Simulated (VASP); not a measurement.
Runs of VASP 6.6.1 on KTaO3. It takes space group Pm-3m (No. 221, cubic). The conventional cell has a = 3.988 Å, b = 3.988 Å, c = 3.988 Å, α = 90.00°, β = 90.00°, γ = 90.00°. Around K (site symmetry m-3m) lie 12 O at 2.82 Å. Ta (site symmetry m-3m) is surrounded by 6 O at 1.99 Å. Around O (site symmetry 4/mmm) lie 2 Ta at 1.99 Å. 

| level | potentials or basis | k mesh | cutoff (eV) | further INCAR settings | gap on the mesh (eV) | pressure (GPa) |
| --- | --- | --- | --- | --- | --- | --- |
| PBEsol | VASP PAW PBE potentials, release 64 (K_sv, Ta_pv, O) | 6 × 6 × 6 | 600 | ALGO = Fast; EDIFF = 1e-07 | 2.09 | 0.1 |
| PBEsol | VASP PAW PBE potentials, release 64 (K_pv, Ta, O) | 6 × 6 × 6 | 500 | ALGO = Fast; EDIFF = 1e-07 | 2.03 | 1.2 |
| PBEsol | VASP PAW PBE potentials, release 64 (K_sv, Ta_pv, O) | 8 × 8 × 8 | 520 | ALGO = Fast; EDIFF = 1e-07 | (b) | 0.3 |
| PBE | VASP PAW PBE potentials, release 64 (K_sv, Ta_pv, O) | 6 × 6 × 6 | 520 | ALGO = Fast; EDIFF = 1e-07 | 2.17 | 6.1 |
| r2SCAN | VASP PAW PBE potentials, release 64 (K_sv, Ta_pv, O) | 6 × 6 × 6 | 520 | ALGO = Normal; EDIFF = 1e-07 | (a) | 1.2 |
| PBEsol | VASP PAW PBE potentials, release 64 (K_sv, Ta_pv, O) | 6 × 6 × 6 | 700 | ALGO = Fast; EDIFF = 1e-07 | 2.09 | 0.1 |

Alike in all rows: task electric field gradients; no spin polarisation; cell as given; smearing fermi-dirac 0.02 eV.

**Question.** Estimate the missing entries.

**Answer.** (a) 2.60; (b) 2.08.

Caveats: spin-orbit coupling is left out, which moves the levels of the heavy elements; the PAW data sets were made with another functional, which shifts forces and pressure a little (some runs).

A k mesh can miss the band edges, and the runs leave out spin-orbit coupling on Ta.

Not every run made on this cell is shown here.
